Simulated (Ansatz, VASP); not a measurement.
## Two plane-wave programs on TePb

Contents of INCAR:

```
PREC = Accurate
ENCUT = 520
EDIFF = 1E-6
ISMEAR = 0
SIGMA = 0.01
LREAL = False
LASPH = True
NELM = 100
ALGO = Normal
ISIF = 2
LWAVE = False
LCHARG = False
GGA = PS
NBANDS = 17
```

File KPOINTS:

```
regular mesh
0
Gamma
  6 6 6
```

Contents of POSCAR:

```
TePb
1.0
    0.0000000000      3.3149593702      3.3149593702
    3.3149593702      0.0000000000      3.3149593702
    3.3149593702      3.3149593702      0.0000000000
Te Pb
1 1
Direct
    0.5000000000      0.5000000000      0.5000000000
    0.0000000000      0.0000000000      0.0000000000
```

Input for Ansatz:

```yaml
crystal:
  lattice:
    - [0.0, 3.3149593702274447, 3.3149593702274447]
    - [3.3149593702274447, 0.0, 3.3149593702274447]
    - [3.3149593702274447, 3.3149593702274447, 0.0]
  atoms:
    - { symbol: Te, position: [0.5, 0.5, 0.5] }
    - { symbol: Pb, position: [0.0, 0.0, 0.0] }
basis:
  ecutwfc: 550.0
kpoints:
  mp_grid:
    grid: [6, 6, 6]
hamiltonian:
  xc: pbesol
  pseudopotentials:
    kind: paw
scf:
  occupations:
    method: fixed
output:
  stress: true
```

Alike in both runs: task single point; functional PBEsol; k mesh 6 × 6 × 6; no spin polarisation.

```csv
,VASP,Ansatz
version,VASP 6.6.1,Ansatz 0.2.0
potentials or method,"VASP PAW PBE potentials, release 64 (Te, Pb_d)","plane waves, PAW"
plane-wave cutoff (eV),520,550
occupations,"gaussian, width 0.01 eV",fixed
valence electrons in the cell,20,30
```

```tsv
	VASP	Ansatz	Ansatz less VASP
pressure (GPa)	-3.2	-3.2	+0.03
```

The two sets of potentials don't hold the same shells in valence.

Caveats: the PAW data sets were made with another functional, which shifts forces and pressure a little (VASP). A k mesh can miss the band edges.
